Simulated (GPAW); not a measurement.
CdS (Greenockite): G0W0 quasiparticle levels with PBE

Crystal: CdS (Greenockite).

```
Cd S
1.0
     4.15000    0.00000    0.00000
    -2.07500    3.59401    0.00000
     0.00000    0.00000    6.73700
Cd S
2 2
Direct
  0.66667 0.33333 0.50000
  0.33333 0.66667 0.00000
  0.66667 0.33333 0.87500
  0.33333 0.66667 0.37500
```

```yaml
Program: GPAW 26.7.0
Task: G0W0 quasiparticle levels
Functional: PBE
Potentials_or_basis: GPAW PAW data sets (gpaw-data 1.2.1)
Cutoff: 450 eV
Basis: pw
k_mesh: 4 × 4 × 2
Occupations: fermi-dirac, width 0.001 eV
Spin: no spin polarisation
Response_ecut: 150 eV
Frequency: ppa
Extrapolate: yes
Qp_bands: 2
Integrate_gamma: WS
Maxiter: 150
Vertex: none
All_k: no
Response_bands: 419
```

```yaml
Band_gap_on_the_k_mesh_mean-field_level: 1.17 eV, direct
Quasiparticle_gap: 2.09 eV
Least_direct_quasiparticle_gap: 2.09 eV
```

Levels at points of the mesh, in eV from the valence-band top:
```tsv
k point	band 14	band 15	band 16	band 17	band 18	band 19	band 20	band 21	band 22	band 23
(0.00, 0.00, 0.00)	-0.77	-0.77	-0.04	0.00	0.00	1.17	2.77	6.42	6.42	6.74
(0.00, 0.00, 0.50)	-2.46	-0.40	-0.40	-0.40	-0.40	2.82	2.82	6.15	6.15	6.77
(0.50, 0.50, 0.00)	-3.48	-2.63	-1.87	-1.29	-0.74	3.68	3.87	5.10	6.35	6.96
(0.50, 0.50, 0.50)	-4.09	-1.33	-1.33	-1.32	-1.32	3.46	3.46	5.37	5.37	7.85
```

Wall time 22 min on 1 thread of Intel(R) Xeon(R) Platinum 8259CL CPU @ 2.50GHz (Skylake/Cascade Lake) (shared host), peak memory 0.68 GiB.

Caveat: the k mesh is coarse (spacing up to 0.47 Å⁻¹), so the values aren't converged; the quasiparticle gap is taken among the few k points that were corrected; the long-wavelength limit can be off by several per cent where d states take part.
